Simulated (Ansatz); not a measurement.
Br under changes of volume

One of the cells (33.988 Å³/atom); the others are scaled copies at fixed shape and fractional positions:

```
Br
1.0
     3.36325   -2.32255    0.00000
     3.36325    2.32255    0.00000
     0.00000    0.00000    8.70230
Br
4
Direct
  0.36510 0.63490 0.39010
  0.13490 0.86510 0.89010
  0.63490 0.36510 0.60990
  0.86510 0.13490 0.10990
```

| Property | Result |
| --- | --- |
| Program | Ansatz 0.2.0 |
| Functional | PBEsol |
| Potentials or basis | all-electron LAPW, scalar-relativistic |
| Cutoff | 319 eV (chosen from the basis error) |
| Basis error allowed | 0.002 eV/atom |
| k mesh | 7 × 7 × 3 |
| Occupations | fermi-dirac, width 0.05 eV |
| Spin | no spin polarisation |

| volume (Å³/atom) | energy over the lowest point (meV/atom) | pressure (GPa) | gap on the mesh (eV) | largest force (eV/Å) |
| --- | --- | --- | --- | --- |
| 31.949 | 13.28 | 2.1 | 2.04 | 1.495 |
| 32.629 | ? | ? | ? | ? |
| 33.308 | 1.70 | 0.7 | 1.91 | 0.960 |
| 33.988 | 0.00 | 0.1 | 1.85 | 0.722 |
| 34.668 | 0.63 | -0.4 | 1.79 | 0.502 |
| 35.348 | 3.34 | -0.9 | 1.73 | 0.303 |
| 36.028 | 7.89 | -1.3 | 1.67 | 0.144 |

Problem. What does the run at 32.629 Å³/atom give?

Solution. Energy over the lowest point 6.02 meV/atom; pressure 1.4 GPa; gap on the mesh 1.97 eV; largest force 1.217 eV/Å.

Worked out: A Birch-Murnaghan fit of order 3 (a polynomial in V^(-2/3)) to the other rows has its minimum at 34.13 Å³/atom with B0 = V·E''(V) = 27 GPa and B' = 4.9 at fixed shape and positions, which overstates the stiffness. It gives 6.01 meV/atom at 32.629 Å³/atom, against the run's 6.02, and -dE/dV = 1.4 GPa, against 1.4. A straight line through the other rows of the gap, of slope -3.07 eV per unit of ln V, gives 1.97 eV, against the run's 1.97.

Energies are extrapolated to zero smearing.

Caveats: an odd mesh through Γ misses points on the zone boundary, where band edges often lie; forces of over 1 eV/Å show positions far from the minimum, so gaps and moduli don't describe the material at rest (some runs). Spin-orbit coupling on Br is left out.
